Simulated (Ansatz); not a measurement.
The calculation used DFT PBE, scalar-relativistic, plane waves, PAW in Ansatz. All cells share a 420 eV cutoff and Γ-centred k meshes spaced at most about 0.3 Å⁻¹ (about 0.25 or finer for metals, 2π included). Collinear spin in cells that started with moments and kept them past the coarse steps, no spin elsewhere.

These are static total energies at zero pressure. All come from trial cells, and lower structures may exist.

**Question.** These unrelaxed guesses for Sc5Al are each relaxed within their symmetry. Order them by the energy at which they end, lowest first.
A.

```
CELL_PARAMETERS angstrom
5.14325 0.00000 0.00000
-2.57163 4.45419 0.00000
0.00000 0.00000 4.70948
ATOMIC_POSITIONS crystal
Sc 0.00000 0.66667 0.00000
Sc 0.66667 0.00000 0.00000
Sc 0.33333 0.33333 0.00000
Sc 0.33333 0.66667 0.50000
Sc 0.66667 0.33333 0.50000
Al 0.00000 0.00000 0.50000
```

B.

```
CELL_PARAMETERS angstrom
2.94068 0.00000 0.00000
0.00000 2.94068 0.00000
0.00000 0.00000 12.47625
ATOMIC_POSITIONS crystal
Sc 0.00000 0.00000 0.66667
Sc 0.50000 0.50000 0.83333
Sc 0.00000 0.00000 0.00000
Sc 0.50000 0.50000 0.16667
Sc 0.00000 0.00000 0.33333
Al 0.50000 0.50000 0.50000
```

C.

```
CELL_PARAMETERS angstrom
2.95216 0.00000 0.00000
-1.47608 2.55665 0.00000
0.00000 0.00000 14.29449
ATOMIC_POSITIONS crystal
Sc 0.33333 0.66667 0.66667
Sc 0.33333 0.66667 0.33333
Sc 0.66667 0.33333 0.83333
Sc 0.66667 0.33333 0.16667
Sc 0.66667 0.33333 0.50000
Al 0.33333 0.66667 0.00000
```

**Answer.** B (ends in P4/mmm, 0 meV/atom), A (ends in P-62m, 24 meV/atom), C (ends in P-6m2, 78 meV/atom).

Another magnetic order may lie lower. With atoms moved at random, P4/mmm came back. Other cells relaxed within their symmetry can be saddle points. Some structure types and database cells were kept out of the candidates from the start, so a known form may be missing.
